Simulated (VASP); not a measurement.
A run of VASP 6.6.1 is set up as follows.

Contents of INCAR:

```
  PREC = Accurate
  ENCUT = 520
  EDIFF = 1E-6
  ISMEAR = 0
  SIGMA = 0.1
  LREAL = F
  LASPH = T
  NELM = 80
  ALGO = Fast
  ISIF = 2
  LWAVE = F
  LCHARG = F
  LDIPOL = T
  IDIPOL = 3
  DIPOL = 0.5 0.5 0.385
  GGA = PE
  IVDW = 12
  NBANDS = 16
```

Contents of KPOINTS:

```
regular mesh
0
Gamma
  9 9 1
```

The input POSCAR:

```
Si
1.0
    3.8472023583      0.0000000000      0.0000000000
   -1.9236011791      3.3317749758      0.0000000000
    0.0000000000      0.0000000000     18.4446971457
Si
4
Direct
    0.3333333333      0.6666666667      0.2695814701
    0.6666666667      0.3333333333      0.2439725610
    0.6666666667      1.3333333333      0.5256089091
    1.0000000000      1.0000000000      0.5000000000
```

Potentials or basis: VASP PAW PBE potentials, release 64 (Si).

Run with:

```sh
$ cat potpaw_PBE.64/Si/POTCAR > POTCAR
$ mpirun -np 1 vasp_std > vasp.out
```

(1) Predict the largest force.

(2) What does it give for the band gap on the k mesh?

(3) Estimate the dispersion energy per atom.

Results:

(1) 0.097 eV/Å.

(2) none (metal or under the smearing width).

(3) -0.232 eV.
